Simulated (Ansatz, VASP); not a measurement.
# CuI (Marshite): VASP beside Ansatz, part 2 of 2

Wanted: the spread between two codes on one cell, functional and k mesh.

VASP 6.6.1 and Ansatz 0.2.0.

So far. Step 2 (VASP: band structure, BLYP): At this level the cell is under a pressure of 3.7 GPa, so at these settings it is away from equilibrium. Step 4 (Differences): Among the levels compared at these points, filled levels agree within 17 meV and empty ones within 53 meV. Ansatz's pressure holds a Pulay correction of 0.04 GPa; VASP's holds none.

The database entry behind the starting cell differs from later determinations by our own check (about 0.15 % long (mineral sample)), so it need not match the best structure at ambient conditions.

### 5. VASP: dielectric response, PBE

Level of this step: PBE; plane waves and PAW (Cu, I) (VASP).

The response to a field tests empty states and converges slowly with the mesh.

INCAR

```
SYSTEM = CuI
PREC = Accurate
ENCUT = 400
EDIFF = 1E-08
NELM = 100
ISMEAR = 0
SIGMA = 0.01
LREAL = .FALSE.
ALGO = Normal
GGA = PE
NBANDS = 15
LORBIT = 11
LWAVE = .FALSE.
LCHARG = .FALSE.
KPAR = 4
LEPSILON = .TRUE.
```

POSCAR

```
CuI
1.0
    0.0000000000      3.0315000000      3.0315000000
    3.0315000000      0.0000000000      3.0315000000
    3.0315000000      3.0315000000      0.0000000000
Cu I
1 1
Direct
    0.2500000000      0.2500000000      0.2500000000
    0.0000000000      0.0000000000      0.0000000000
```

KPOINTS

```
Automatic mesh
0
Gamma
9 9 9
0 0 0
```

Potentials, in the order of the species: Cu and I (PBE family, release 64).

Run with:

```bash
> mpirun -np 4 vasp_std
```

Numbers of over 12 decimals in the logs are rounded to 6 here.

Log:

```text
[banner, memory and clock lines left out]
running    4 mpi-ranks, on    1 nodes
[...]
LDA part: xc-table for (Slater+PW92), standard interpolation
 POSCAR, INCAR and KPOINTS ok, starting setup
[...]
entering main loop
       N       E                     dE             d eps       ncg     rms          rms(c)
DAV:   1     0.869784041501E+02    0.86978E+02   -0.63896E+03  1050   0.104E+03
DAV:   2    -0.653827453599E+00   -0.87632E+02   -0.80298E+02  1106   0.214E+02
DAV:   3    -0.562987982315E+01   -0.49761E+01   -0.49057E+01  1407   0.564E+01
DAV:   4    -0.577126354147E+01   -0.14138E+00   -0.14133E+00  1241   0.927E+00
[...]
DAV:  15    -0.556139638089E+01    0.72447E-07   -0.81430E-08  1582   0.483E-03    0.296E-03
DAV:  16    -0.556139647938E+01   -0.98492E-07   -0.78302E-08  1659   0.649E-03    0.622E-04
DAV:  17    -0.556139648013E+01   -0.74851E-09   -0.65350E-09   672   0.602E-04
   1 F= -.55613965E+01 E0= -.55613965E+01  d E =-.192767E-53
 Linear response reoptimize wavefunctions to high precision
[...]
RMM:  15    -0.897259827687E+00   -0.70929E-07   -0.22047E-08  3729   0.530E-05    0.120E-05
RMM:  16    -0.897259516515E+00    0.31117E-06    0.20791E-11  2861   0.411E-05    0.442E-06
 change of polarisation eV/A/(eV/A) component  2 :     0.321     1.676     0.123
 dielectric tensor                  component  2 :     1.042     6.443     0.401
 Linear response to external field, progress :
  Direction:   3
       N       E                     dE             d eps       ncg     rms          rms(c)
RMM:   1    -0.428883198691E+00   -0.42888E+00    0.44199E-01  5575   0.173E+01
RMM:   2    -0.866714241069E+00   -0.43783E+00    0.72515E-02  5947   0.250E+00    0.138E+00
RMM:   3    -0.852025371449E+00    0.14689E-01   -0.39026E-03  5880   0.148E+00    0.807E-01
RMM:   4    -0.879992020872E+00   -0.27967E-01   -0.39776E-02  6124   0.132E+00    0.162E-01
[...]
RMM:  13    -0.897260348132E+00    0.34566E-06   -0.12292E-07  6449   0.316E-04    0.365E-05
RMM:  14    -0.897259584170E+00    0.76396E-06    0.35790E-08  5621   0.115E-04    0.279E-05
RMM:  15    -0.897259687906E+00   -0.10374E-06   -0.23758E-08  3707   0.524E-05    0.688E-06
 change of polarisation eV/A/(eV/A) component  3 :     0.252     0.268     1.676
 dielectric tensor                  component  3 :     0.819     0.869     6.443
 Born effective charges drift removed
```

From OUTCAR (step 5):

```text
  Total        0.0573052      0.0573052      0.0573052      0.0000000      0.0000000     -0.0000000
  in kB        1.6477895      1.6477895      1.6477895      0.0000000      0.0000000     -0.0000000
  external PRESSURE =       1.6477895 kB  Pullay stress =       0.0000000 kB

 POSITION                                       TOTAL-FORCE (eV/Angst)
 -----------------------------------------------------------------------------------
      1.51575      1.51575      1.51575         0.000000      0.000000      0.000000
      0.00000      0.00000      0.00000        -0.000000     -0.000000     -0.000000
 -----------------------------------------------------------------------------------
    total drift:                                0.000004      0.000004      0.000004

 MACROSCOPIC STATIC DIELECTRIC TENSOR (including local field effects in DFT)
 ------------------------------------------------------
           6.442923    -0.000000     0.000000
           0.000000     6.442923     0.000000
          -0.000000     0.000000     6.442923
 ------------------------------------------------------

[... 1 part as in an earlier step ...]

[... 1 further part left out ...]
```

### 6. Ansatz: dielectric response, PBE

The same cell, functional and mesh now go to Ansatz, which takes its cutoff from its data sets.

input.yaml

```yaml
crystal:
  lattice:
    - [0.0, 3.0315, 3.0315]
    - [3.0315, 0.0, 3.0315]
    - [3.0315, 3.0315, 0.0]
  atoms:
    - { symbol: Cu, position: [0.25, 0.25, 0.25] }
    - { symbol: I, position: [0.0, 0.0, 0.0] }
hamiltonian:
  xc: pbe
  pseudopotentials: { kind: paw }
kpoints:
  mp_grid: { grid: [9, 9, 9] }
scf:
  occupations: { method: fixed }
dielectric:
  method: response
```

Run with:

```bash
> ansatz run input.yaml --threads 2 --pin off --max-ram 4608MiB --backend cpu --events-out ev --progress --plain --runs-dir out
```

Log:

```text
[...]
Crystal: 2 atoms, lattice volume = 55.719 Å³
Basis set: ecut = 420 eV, 1067 PW (Γ), exchange–correlation on 60×60×60 points (8 copies of the dense FFT grid, shifted against one another)
Bands: 22, of which v1, the nominal top of the filled ones, is band 18 counted from 1 (17 counted from 0)
Symmetry: 24 space group operations
k-points: 125 of 729 (irreducible under 4 space group operations, time reversal used)
[...]
site 0:
         1.10049   -0.00000    0.00000
         0.00000    1.10049    0.00000
        -0.00000    0.00000    1.10049
    site 1:
        -1.10049    0.00000   -0.00000
        -0.00000   -1.10049   -0.00000
         0.00000   -0.00000   -1.10049
  Z* charge neutrality: 1.971e-4 e pre-enforcement
  solved inside a basis spanned on kpoints, on 10×10×10 k-points, its susceptibility summed on 14×14×14: ε∞ is read to err by 1.7e-2, Z* by 2.0e-2 e (field_mesh: kpoints solves on kpoints); Z* is corrected for what the basis lacks
[key lines of the parts left out:]
SCF converged after 8 iterations
Free energy (F): -14138.366047 eV
Fermi energy:    8.155663 eV
```

The job ended after 62 s (2 threads of Arm Neoverse V1, shared host; peak memory 0.81 GiB; 2 min of CPU time).

### 7. Side by side

What differs besides the data sets and the points named for the pairs above, as far as they apply: VASP's response is taken on the typed mesh, Ansatz refines its own for the field response alone. Total energies have different zeros and are not compared.

The two programs side by side:

```csv
quantity,Ansatz,VASP,difference
ε∞ xx,6.38,6.44,-0.93 %
ε∞ yy,6.38,6.44,-0.93 %
ε∞ zz,6.38,6.44,-0.93 %
Born charge of Cu1 (mean of the diagonal) (e),1.10,1.11,-0.01
Born charge of I2 (mean of the diagonal) (e),-1.10,-1.11,+0.01
```

### 8. VASP: band structure, PBE, spin-orbit coupling

Levels along a path test the potential and the projectors away from the mesh points.

INCAR

```
SYSTEM = CuI
PREC = Accurate
ENCUT = 400
EDIFF = 1E-06
NELM = 100
ISMEAR = 0
SIGMA = 0.02
LREAL = .FALSE.
ALGO = Normal
GGA = PE
LNONCOLLINEAR = .TRUE.
MAGMOM = 0 0 0 0 0 0
NBANDS = 30
GGA_COMPAT = .FALSE.
LASPH = .TRUE.
LSORBIT = .TRUE.
LMAXMIX = 4
LORBIT = 11
LWAVE = .FALSE.
LCHARG = .FALSE.
KPAR = 4
```

POSCAR is that of step 5.

KPOINTS

```
Automatic mesh
0
Gamma
6 6 6
0 0 0
```

KPOINTS_OPT

```
Line mode
16
Line-mode
Reciprocal
  0.00000000   0.00000000   0.00000000 GAMMA
  0.50000000   0.00000000   0.50000000 X

  0.50000000   0.00000000   0.50000000 X
  0.50000000   0.25000000   0.75000000 W

  0.50000000   0.25000000   0.75000000 W
  0.37500000   0.37500000   0.75000000 K

  0.37500000   0.37500000   0.75000000 K
  0.00000000   0.00000000   0.00000000 GAMMA

  0.00000000   0.00000000   0.00000000 GAMMA
  0.50000000   0.50000000   0.50000000 L

  0.50000000   0.50000000   0.50000000 L
  0.62500000   0.25000000   0.62500000 U

  0.62500000   0.25000000   0.62500000 U
  0.50000000   0.25000000   0.75000000 W

  0.50000000   0.25000000   0.75000000 W
  0.50000000   0.50000000   0.50000000 L

  0.50000000   0.50000000   0.50000000 L
  0.37500000   0.37500000   0.75000000 K

  0.62500000   0.25000000   0.62500000 U
  0.50000000   0.00000000   0.50000000 X
```

Run with:

```bash
> mpirun -np 4 vasp_ncl
```

Log:

```text
[... set-up lines as in an earlier step ...]
 entering main loop
       N       E                     dE             d eps       ncg     rms          rms(c)
DAV:   1     0.124925987808E+03    0.12493E+03   -0.60578E+03  1320   0.105E+03
DAV:   2     0.606065709870E+01   -0.11887E+03   -0.11014E+03  1380   0.256E+02
DAV:   3    -0.535583752075E+01   -0.11416E+02   -0.11126E+02  1678   0.966E+01
DAV:   4    -0.589031653148E+01   -0.53448E+00   -0.53344E+00  1816   0.194E+01
[...]
DAV:  11    -0.569026580824E+01   -0.10468E-03   -0.50945E-04  1926   0.308E-01    0.109E-01
DAV:  12    -0.569026748356E+01   -0.16753E-05   -0.39324E-05  1952   0.158E-01    0.557E-02
DAV:  13    -0.569026721491E+01    0.26865E-06   -0.32540E-06  1968   0.306E-02
   1 F= -.56902672E+01 E0= -.56902672E+01  d E =-.524898E-19  mag=    -0.0000     0.0000     0.0000
 Start KPOINTS_OPT (optional k-point list driver)
k-point batch [1-22\160]
       N       E                     dE             ncg
DAV:   1     0.316456954778E+04   -0.35698E+04     1320
DAV:   2     0.583604395254E+03   -0.25810E+04     1338
DAV:   3     0.323069468242E+03   -0.26053E+03     1680
DAV:   4     0.310685967476E+03   -0.12384E+02     1870
DAV:   5     0.310212272427E+03   -0.47370E+00     1916
DAV:   6     0.310203135535E+03   -0.91369E-02     1806
DAV:   7     0.310202977928E+03   -0.15761E-03     1928
DAV:   8     0.310202974975E+03   -0.29525E-05     1610
DAV:   9     0.310202974872E+03   -0.10291E-06     1156
[...]
k-point batch [155-160\160]
       N       E                     dE             ncg
DAV:   1     0.888578476824E+04   -0.22747E+04      360
DAV:   2     0.820484156587E+04   -0.68094E+03      360
DAV:   3     0.813976891932E+04   -0.65073E+02      464
DAV:   4     0.813692242456E+04   -0.28465E+01      568
DAV:   5     0.813683762664E+04   -0.84798E-01      516
DAV:   6     0.813683619475E+04   -0.14319E-02      496
DAV:   7     0.813683616503E+04   -0.29728E-04      556
DAV:   8     0.813683616443E+04   -0.59193E-06      480
```

OUTCAR, selected parts (step 8):

```text
  Total        0.1793822      0.1793822      0.1793822     -0.0000000     -0.0000000      0.0000000
  in kB        5.1580709      5.1580709      5.1580709     -0.0000000     -0.0000000      0.0000000
  external PRESSURE =       5.1580709 kB  Pullay stress =       0.0000000 kB

 POSITION                                       TOTAL-FORCE (eV/Angst)
 -----------------------------------------------------------------------------------
      1.51575      1.51575      1.51575         0.000000      0.000000      0.000000
      0.00000      0.00000      0.00000        -0.000000     -0.000000     -0.000000
 -----------------------------------------------------------------------------------
    total drift:                                0.000001      0.000001      0.000001

  FREE ENERGIE OF THE ION-ELECTRON SYSTEM (eV)
  ---------------------------------------------------
  free  energy   TOTEN  =        -5.6902672149 eV

  energy  without entropy=       -5.6902672149  energy(sigma->0) =       -5.69026721

 magnetization (x)
# of ion       s       p       d       tot
------------------------------------------
    1       -0.000   0.000  -0.000   0.000
    2       -0.000  -0.000   0.000  -0.000
--------------------------------------------------
tot         -0.000  -0.000  -0.000  -0.000

 magnetization (y)
# of ion       s       p       d       tot
------------------------------------------
    1        0.000   0.000   0.000   0.000
    2       -0.000   0.000   0.000   0.000
--------------------------------------------------
tot          0.000   0.000   0.000   0.000

 magnetization (z)
# of ion       s       p       d       tot
------------------------------------------
    1       -0.000  -0.000   0.000  -0.000
    2        0.000   0.000   0.000   0.000
--------------------------------------------------
tot         -0.000   0.000   0.000   0.000

[... 1 part as in an earlier step ...]

[... 2 further parts left out ...]
[key lines of the parts left out:]
E-fermi :   4.7088
```

The run ends at a pressure of 0.52 GPa.

### 9. Ansatz: band structure, PBE, spin-orbit coupling

The same cell, functional, mesh and smearing now go to Ansatz, which takes its cutoff from its data sets.

input.yaml

```yaml
crystal:
  lattice:
    - [0.0, 3.0315, 3.0315]
    - [3.0315, 0.0, 3.0315]
    - [3.0315, 3.0315, 0.0]
  atoms:
    - { symbol: Cu, position: [0.25, 0.25, 0.25] }
    - { symbol: I, position: [0.0, 0.0, 0.0] }
hamiltonian:
  xc: pbe
  pseudopotentials: { kind: paw_fr }
magnetization:
  noncollinear: true
  spin_orbit: true
kpoints:
  mp_grid: { grid: [6, 6, 6] }
  band_path:
    path:
      - [0.0, 0.0, 0.0]
      - [0.16667, 0.0, 0.16667]
      - [0.33333, 0.0, 0.33333]
      - [0.5, 0.0, 0.5]
      - [0.5, 0.08333, 0.58333]
      - [0.5, 0.18333, 0.68333]
      - [0.5, 0.25, 0.75]
      - [0.45, 0.3, 0.75]
      - [0.40833, 0.34167, 0.75]
      - [0.35, 0.35, 0.7]
      - [0.225, 0.225, 0.45]
      - [0.075, 0.075, 0.15]
      - [0.03333, 0.03333, 0.03333]
      - [0.23333, 0.23333, 0.23333]
      - [0.4, 0.4, 0.4]
      - [0.51667, 0.46667, 0.51667]
      - [0.55833, 0.38333, 0.55833]
      - [0.60833, 0.28333, 0.60833]
      - [0.60833, 0.25, 0.64167]
      - [0.55833, 0.25, 0.69167]
      - [0.51667, 0.25, 0.73333]
      - [0.5, 0.3, 0.7]
      - [0.5, 0.38333, 0.61667]
      - [0.5, 0.48333, 0.51667]
      - [0.475, 0.475, 0.55]
      - [0.425, 0.425, 0.65]
      - [0.38333, 0.38333, 0.73333]
      - [0.59167, 0.18333, 0.59167]
      - [0.55, 0.1, 0.55]
      - [0.5, 0.0, 0.5]
    npoints: 1
scf:
  occupations: { method: gaussian, width: 0.02 }
  n_extra_bands: 14
output:
  forces: true
  stress: true
  eigenvalues: true
```

Run with:

```bash
> ansatz run input.yaml --threads 2 --pin off --max-ram 4608MiB --backend cpu --events-out ev --progress --plain --runs-dir out
```

Log:

```text
[...]
non-collinear run that drives no moment, with spin-orbit: no starting moment large enough to seed its density (crystal.atoms[].spin), no starting occupations that ask for one, no magnetisation constraint and no magnetic field, so the semilocal B_xc is pinned to zero
Crystal: 2 atoms, lattice volume = 55.719 Å³
[...]
k-point 1: bands = [... 32 lower, 7.8595, 7.8595, 8.0725, 8.1247, 10.2171, 10.2171, 13.0312, 13.0312, ... 10 higher]
  k-point 2: bands = [... 32 lower, 7.5428, 7.5428, 7.6779, 7.7418, 10.3908, 10.3908, 13.6139, 13.6139, ... 10 higher]
  k-point 15: bands = [... 32 lower, 6.5816, 6.6036, 6.8457, 6.9325, 11.8696, 12.0191, 12.0727, 12.1630, ... 10 higher]
[key lines of the parts left out:]
SCF converged after 9 iterations
Magnetization: |M| = 0.0000 μB,  M = (+0.0000, +0.0000, +0.0000) μB
Free energy (F): -14141.762006 eV
Fermi energy:    8.799406 eV
P = ⅓ Tr σ = 0.3963 GPa (3.963 kbar)
```

Wall time 15 s (2 threads); peak memory 0.52 GiB; 29 s of CPU time.

### 10. Side by side

What differs besides the data sets and the points named for the pairs above, as far as they apply: spin-orbit coupling enters by fully relativistic files in Ansatz and inside the spheres in VASP; the data sets hold 36 valence electrons in Ansatz (fully relativistic PAW (standard-fr) files) and 18 in VASP. Total energies have different zeros and are not compared.

The two programs side by side:

```csv
quantity,Ansatz,VASP,difference
pressure (GPa),0.40,0.52,-0.12
gap over the path points (eV),0.966,0.983,-0.017
```

Levels at points of the path, from each program's valence-band top (eV; 8 filled, then empty):

```csv
k (reciprocal lattice),Ansatz,VASP
0.000 0.000 0.000,-2.01 -2.01 -0.43 -0.43 0.00 0.00 0.00 0.00 0.97 0.97 4.67 4.67 4.74 4.74,-2.01 -2.01 -0.41 -0.41 0.00 0.00 0.00 0.00 0.98 0.98 4.67 4.67 4.73 4.73
0.167 0.000 0.167,-1.99 -1.99 -0.92 -0.92 -0.72 -0.72 -0.54 -0.54 2.46 2.46 3.74 3.74 5.64 5.64,-1.99 -1.99 -0.92 -0.92 -0.72 -0.72 -0.54 -0.54 2.48 2.48 3.74 3.74 5.63 5.63
0.333 0.000 0.333,-1.95 -1.95 -1.53 -1.53 -1.41 -1.41 -1.29 -1.29 2.76 2.76 3.14 3.14 7.30 7.30,-1.95 -1.95 -1.53 -1.53 -1.41 -1.41 -1.28 -1.28 2.76 2.76 3.15 3.15 7.30 7.30
0.500 0.000 0.500,-1.99 -1.99 -1.86 -1.86 -1.69 -1.69 -1.56 -1.56 2.55 2.55 2.74 2.74 8.83 8.83,-1.99 -1.99 -1.86 -1.86 -1.69 -1.69 -1.56 -1.56 2.56 2.56 2.74 2.74 8.87 8.87
0.500 0.083 0.583,-2.05 -1.92 -1.89 -1.87 -1.74 -1.68 -1.54 -1.48 2.85 2.87 2.98 3.07 8.06 8.26,-2.05 -1.92 -1.89 -1.87 -1.74 -1.67 -1.54 -1.48 2.85 2.88 2.98 3.07 8.06 8.26
0.500 0.183 0.683,-2.03 -1.96 -1.95 -1.87 -1.74 -1.72 -1.46 -1.37 3.70 3.90 3.96 4.03 6.58 6.61,-2.03 -1.96 -1.95 -1.87 -1.74 -1.72 -1.46 -1.37 3.72 3.91 3.96 4.03 6.57 6.61
0.500 0.250 0.750,-2.01 -1.98 -1.97 -1.87 -1.74 -1.73 -1.44 -1.35 4.07 4.49 4.49 4.56 5.83 5.88,-2.02 -1.98 -1.97 -1.87 -1.74 -1.73 -1.44 -1.35 4.10 4.49 4.49 4.55 5.83 5.88
0.450 0.300 0.750,-2.02 -1.98 -1.92 -1.85 -1.77 -1.67 -1.43 -1.34 3.61 3.77 4.38 4.59 6.25 6.36,-2.02 -1.98 -1.92 -1.85 -1.77 -1.68 -1.43 -1.34 3.62 3.77 4.40 4.59 6.25 6.36
0.408 0.342 0.750,-2.02 -1.93 -1.90 -1.81 -1.77 -1.60 -1.43 -1.34 3.07 3.13 4.35 4.57 6.95 7.16,-2.02 -1.93 -1.90 -1.81 -1.77 -1.60 -1.43 -1.34 3.08 3.13 4.36 4.56 6.94 7.13
0.350 0.350 0.700,-2.02 -1.92 -1.84 -1.81 -1.73 -1.59 -1.33 -1.26 3.02 3.06 4.72 5.00 7.01 7.20,-2.02 -1.92 -1.84 -1.81 -1.73 -1.59 -1.33 -1.25 3.03 3.06 4.74 5.00 7.01 7.16
```

Among the levels compared at these points, filled levels agree within 14 meV and empty ones within 39 meV. Ansatz's pressure holds a Pulay correction of 0.05 GPa; VASP's holds none.

### 11. Outcome

```json
{
 "difference in gap over the path points (band structure, BLYP)": "-0.053 eV",
 "difference in ε∞ xx (dielectric response, PBE)": "-0.93 %",
 "difference in gap over the path points (band structure, PBE, spin-orbit coupling)": "-0.017 eV"
}
```

What this shows: The difference in gap over the path points is -0.053 eV (band structure, BLYP), within the 0.08 eV picked in this series as the mark of a large difference. 3 further runs of this series are not shown here. Such differences can come from data sets, numerical settings and the points named under the comparisons, not from the functional's error against experiment.

[Lines on the potential files, build, host, timing and source positions are cut from VASP's logs without a mark.]

[Logs are printed without paths, hosts, clocks, repeated set-up lines and the standing remarks that a program may print on its own settings, such as how far it seeks lower states.]

[Hosts, paths, dates, database ids (printed as entryN), source tags and the programs' standing remarks are cut or masked in the printed files.]
